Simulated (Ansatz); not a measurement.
# GaN: single point with PBE

**Experimental background.**

From a printed reference work, textbook, for a bulk crystal of GaN at 0 K: band gap 3.299 eV (direct).

The system is GaN.

```
Ga N
1.0
     0.00000    2.25350    2.25350
     2.25350    0.00000    2.25350
     2.25350    2.25350    0.00000
Ga N
1 1
Direct
  0.00000 0.00000 0.00000
  0.25000 0.25000 0.25000
```

The cell is a database's computed one.

* Program: Ansatz 0.2.0
* Task: single point
* Functional: PBE
* Potentials or basis: all-electron LAPW, scalar-relativistic
* Cutoff: 422 eV (chosen from the basis error)
* Basis error allowed: 0.001 eV/atom
* k mesh: 10 × 10 × 10
* Occupations: gaussian, width 0.016 eV
* Spin: no spin polarisation

The pressure is 4.9 GPa and the band gap on the k mesh is 1.73 eV, direct.

Levels at points of the mesh, in eV from the valence-band top:
| k point | band 11 | band 12 | band 13 | band 14 | band 15 | band 16 | band 17 | band 18 |
| --- | --- | --- | --- | --- | --- | --- | --- | --- |
| (0.00, 0.00, 0.00) | -13.18 | 0.00 | 0.00 | 0.00 | 1.73 | 10.31 | 10.31 | 10.31 |
| (0.00, 0.00, -0.50) | -11.91 | -7.03 | -0.97 | -0.97 | 4.65 | 8.73 | 10.36 | 10.36 |
| (0.00, -0.50, -0.50) | -11.48 | -6.12 | -2.70 | -2.70 | 3.36 | 6.67 | 11.71 | 13.96 |

It took 20 s on 1 thread of Intel(R) Xeon(R) Processor @ 2.70GHz (shared host), peak memory 0.32 GiB.

Against the measured gap of GaN, 3.299 eV (direct; 0 K; a printed reference work, textbook), the calculated 1.73 eV is off by -1.56 eV. Spin-orbit coupling on Ga is left out. The value is that of PBE, without temperature or zero-point motion. Semilocal functionals fall short of measured gaps as a rule. The cell is a database's relaxed one, not the measured one, which moves gaps too.
